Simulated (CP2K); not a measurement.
Crystal: Pd.

```
Pd
1.0
     2.75277    0.00000    0.00000
     1.37638    2.38397    0.00000
     1.37638    0.79466    2.24762
Pd
1
Direct
  0.00000 0.00000 0.00000
```

Base run:

```yaml
Program: CP2K 2026.2
Functional: PBEsol
Potentials_or_basis: POTENTIAL_UZH Pd GTH-PBE-q18; TZVP-MOLOPT-PBE-GTH basis
Density_cutoff: 10204 eV
k_mesh: 12 × 12 × 12
Occupations: fermi-dirac, width 0.05 eV
Spin: no spin polarisation
```

Its results: band gap on the k mesh none (metal or under the smearing width); pressure -1.0 GPa.

Question: The run is repeated on the same cell with these changes: functional from PBEsol to WC. What comes out?

Answer: Band gap on the k mesh none (metal or under the smearing width); pressure 0.5 GPa.

Caveats: the potentials were made for another functional, which shifts forces and pressure; the basis of atomic orbitals isn't converged, which shifts pressures, moduli and gaps.
